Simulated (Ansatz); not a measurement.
HgTe: equation of state with r2SCAN

The system is HgTe.

```
Hg Te
1.0
     0.00000    3.18000    3.18000
     3.18000    0.00000    3.18000
     3.18000    3.18000    0.00000
Hg Te
1 1
Direct
  0.00000 0.00000 0.00000
  0.50000 0.50000 0.50000
```

Measurements of this composition are mostly on another form, of space group No. 216.

* Program: Ansatz 0.2.0
* Task: equation of state
* Functional: r2SCAN
* Potentials or basis: Ansatz PAW
* Cutoff: 500 eV
* Density cutoff: 2000 eV
* k mesh: 7 × 7 × 7
* Occupations: fermi-dirac, width 0.05 eV
* Spin: no spin polarisation

* Equilibrium volume: 28.21 Å³/atom (rough: see the caveat)
* Bulk modulus: 54 GPa (rough)

Energy against volume, from the lowest point:
| volume (Å³/atom) | energy (meV/atom) |
| --- | --- |
| 30.228 | 0.00 |
| 30.871 | 13.94 |
| 31.514 | 30.54 |
| 32.157 | 49.41 |
| 32.801 | 70.22 |
| 33.444 | 92.68 |
| 34.087 | 116.52 |

All runs of the series together: 8.8 s on 2 threads of AMD EPYC 9B45 (Zen 5) (shared host).

Caveat: the minimum lies outside the volumes run; the PAW data sets were made with another functional, which shifts forces and pressure a little. The run has no spin-orbit coupling, so splittings on Hg, Te are missing.
